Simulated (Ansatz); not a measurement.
BN: strain and displacement

```xyz
2
Lattice="0.0000 1.8075 1.8075 1.8075 0.0000 1.8075 1.8075 1.8075 0.0000" Properties=species:S:1:pos:R:3 pbc="T T T"
B     0.0000    0.0000    0.0000
N     2.7113    2.7113    2.7113
```

Atoms are numbered in the order listed.

The geometry is COD entry 9008834, unchecked; take it as a test cell.

Level of theory: DFT, LDA, all-electron PAW with datasets made for the crystal, scalar-relativistic (Ansatz 0.2.0).

Settings: a Γ-centred 11×11×11 k mesh, Fermi–Dirac smearing of 0.02 eV, cutoff 520 eV (chosen by the program for this cell), no spin polarisation.

The unchanged cell is at -10.85 GPa.

Semilocal functionals give too small gaps.

x, y and z are the Cartesian axes of the cell as listed; fractional coordinates follow a strain, and an engineering shear is twice the off-diagonal strain component.

Vzz stands for the principal value of largest size of the field-gradient tensor, whatever its axis.

(1) With this change (equal xy, yz and zx engineering shear strains of -2 %), what becomes of the energy and stress and forces and field gradients and gap?

With equal xy, yz and zx engineering shear strains of -1 %: energy change +2 meV/atom; stress change (xx, yy, zz, yz, xz, xy) 0.14, 0.14, 0.14, 4.50, 4.50, 4.50 GPa, compression positive; change of the force on N2 (-0.021, -0.021, -0.021) eV/Å; Vzz in 10²¹ V/m²: B1 0 → -0.11 (η = 0.00), N2 0 → -0.31 (η = 0.00); gap on the k mesh 4.46 → 4.42 eV.

With equal xy, yz and zx engineering shear strains of +1 %: energy change +2 meV/atom; stress change (xx, yy, zz, yz, xz, xy) 0.14, 0.14, 0.14, -4.41, -4.41, -4.41 GPa, compression positive; Vzz in 10²¹ V/m²: B1 0 → 0.11 (η = 0.00), N2 0 → 0.31 (η = 0.00); gap on the k mesh 4.46 → 4.43 eV.

(2) With this change (equal xy, yz and zx engineering shear strains of +2 %), what becomes of the energy and stress and field gradients and gap?

Answers

(1) Energy change +10 meV/atom; stress change (xx, yy, zz, yz, xz, xy) 0.56, 0.56, 0.56, 9.11, 9.11, 9.11 GPa, compression positive; change of the force on N2 (-0.055, -0.055, -0.055) eV/Å; Vzz in 10²¹ V/m²: B1 0 → -0.23 (η = 0.00), N2 0 → -0.63 (η = 0.00); gap on the k mesh 4.46 → 4.38 eV.

(2) Energy change +10 meV/atom; stress change (xx, yy, zz, yz, xz, xy) 0.53, 0.53, 0.53, -8.74, -8.74, -8.74 GPa, compression positive; Vzz in 10²¹ V/m²: B1 0 → 0.22 (η = 0.00), N2 0 → 0.62 (η = 0.00); gap on the k mesh 4.46 → 4.39 eV.
